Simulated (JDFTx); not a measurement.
Crystal: Al.

```xyz
1
Lattice="0.0000 2.0248 2.0248 2.0248 0.0000 2.0248 2.0248 2.0248 0.0000" Properties=species:S:1:pos:R:3 pbc="T T T"
Al    0.0000    0.0000    0.0000
```

* Program: JDFTx 1.7.0 (patched build)
* Task: single point
* Functional: PBEsol
* Potentials or basis: PseudoDojo-SR-PBEsol-0.4.1-standard with smoothed tails
* Cutoff: 544 eV
* Density cutoff: 2177 eV
* k mesh: 11 × 11 × 11
* Occupations: fermi-dirac, width 0.05 eV
* Spin: no spin polarisation

On this cell: pressure -2.1 GPa; band gap on the k mesh none (metal or under the smearing width).

The same run follows on a disturbed copy (cell strained at random at fixed volume):

```
Al
1.0
     0.04789    1.96914    2.02685
     2.04326   -0.00835    2.08310
     2.04058    2.02271   -0.00568
Al
1
Direct
  0.00598 0.98688 0.02117
```

Q: What changes?

A: The energy (extrapolated to zero smearing) moves by +4.7 meV/atom; pressure -1.9 GPa; band gap on the k mesh none (metal or under the smearing width).

Stress tensor (GPa, compression positive):
```
-0.98 -0.73 -1.16
-0.73 -1.07  1.52
-1.16  1.52 -3.54
```

Caveats: the empty levels aren't tightly converged.
